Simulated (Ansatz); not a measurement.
Is this PbO2 structure stable?

The cell was found from a structure generator's guess, not taken from experiment.

Theory: DFT PBE+D3(BJ), scalar-relativistic, plane waves, PAW in Ansatz. The final run on the 3-atom cell used 420 eV, a Γ-centred 18×18×18 mesh, 0.10 eV smearing and no spin polarisation.

```
Pb O
1.0
     1.74179    1.00562    3.94101
    -1.74179    1.00562    3.94101
     0.00000   -2.01124    3.94101
Pb O
1 2
Cartesian
  0.0000 0.0000 5.9115
  0.0000 0.0000 8.8625
  0.0000 0.0000 2.9605
```

Energies over the elements count from the elements' standard structures at the same level (O₂ as a molecule), with no fitted energy shifts.

Question: These tests were run: energy against the elements; random kick, then relaxation without symmetry; phonons at Γ. What do they show?

Answer:

| test | result |
| --- | --- |
| energy against the elements | −0.78 eV/atom |
| random kick, then relaxation without symmetry | returns |
| phonons at Γ | lowest optical mode 271 cm⁻¹ |

It fails none of these tests. Other phases of the system weren't compared here, so this isn't yet thermodynamic stability. Phonons away from Γ weren't computed.

These runs have no spin–orbit coupling, which can matter for Pb. The kick test ran on a coarse mesh. The run for the phonons used an 18×18×18 k mesh and Fermi–Dirac smearing of 0.15 eV.
